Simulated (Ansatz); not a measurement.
## HgTe (Coloradoite) under changes of volume

One of the cells (33.215 Å³/atom); the others are scaled copies at fixed shape and fractional positions:

```
CELL_PARAMETERS angstrom
0.00000 3.21450 3.21450
3.21450 0.00000 3.21450
3.21450 3.21450 0.00000
ATOMIC_POSITIONS crystal
Hg 0.00000 0.00000 0.00000
Te 0.75000 0.75000 0.75000
```

```yaml
Program: Ansatz 0.2.0
Functional: LC-wPBE
Potentials_or_basis: Ansatz PAW
Cutoff: "420 eV (not typed: the program's choice for these potentials)"
k_mesh: 4 × 4 × 4
Occupations: fermi-dirac, width 0.05 eV
Spin: no spin polarisation
```

| volume (Å³/atom) | energy over the lowest point (meV/atom) | pressure (GPa) | gap on the mesh (eV) |
| --- | --- | --- | --- |
| 31.223 | 24.59 | 4.1 | 4.68 |
| 31.887 | ? | ? | ? |
| 32.551 | 2.89 | 1.3 | 4.51 |
| 33.215 | 0.00 | 0.1 | 4.43 |
| 33.880 | 1.71 | -0.9 | 4.36 |
| 34.544 | 7.45 | -1.8 | 4.28 |
| 35.208 | 16.83 | -2.7 | 4.20 |

Task: What does the run at 31.887 Å³/atom give?

Result: Energy over the lowest point 10.89 meV/atom; pressure 2.6 GPa; gap on the mesh 4.60 eV.

Worked out: A Birch-Murnaghan fit of order 3 (a polynomial in V^(-2/3)) to the other rows has its minimum at 33.29 Å³/atom with B0 = V·E''(V) = 54 GPa and B' = 4.7. It gives 10.87 meV/atom at 31.887 Å³/atom, against the run's 10.89, and -dE/dV = 2.6 GPa, against 2.6. A straight line through the other rows of the gap, of slope -3.96 eV per unit of ln V (its deformation potential), gives 4.59 eV, against the run's 4.60.

Energies are extrapolated to zero smearing.

Caveats: some runs use coarse meshes; spin-orbit coupling is left out, which moves the levels of the heavy elements; the PAW data sets come from PBE, with cores solved anew for the run's functional, which leaves a small shift of forces and pressure; the thresholds are loose for stress.
